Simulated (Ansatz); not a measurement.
W:

```
W
1.0
     2.80966    0.00000    0.00000
     0.00000    4.86387    0.00000
     0.00000    0.00000    4.92370
W
4
Direct
  0.79317 0.93684 0.75000
  0.20683 0.43684 0.75000
  0.20683 0.06316 0.25000
  0.79317 0.56316 0.25000
```

This isn't the form of W at room conditions, which is bcc.

Base run:

```yaml
Program: Ansatz 0.2.0
Functional: PBEsol
Potentials_or_basis: JTH PAW
Cutoff: "1290 eV (not typed: the program's choice for these potentials)"
k_mesh: 9 × 6 × 6
Occupations: fermi-dirac, width 0.05 eV
Spin: no spin polarisation
```

Its results: band gap on the k mesh none (metal or under the smearing width); pressure -10.0 GPa; largest force 0.068 eV/Å.

Q: The run is repeated on the same cell with these changes: potentials or basis from JTH PAW to Ansatz PAW earlier set; cutoff from 1290 eV (not typed: the program's choice for these potentials) to 760 eV (not typed: the program's choice for these potentials); valence electrons from 56 to 112. What comes out?

A: Band gap on the k mesh none (metal or under the smearing width); pressure -10.5 GPa; largest force 0.070 eV/Å.

Caveats: the PAW data sets come from PBE, with cores solved anew for the run's functional, which leaves a small shift of forces and pressure (some runs).
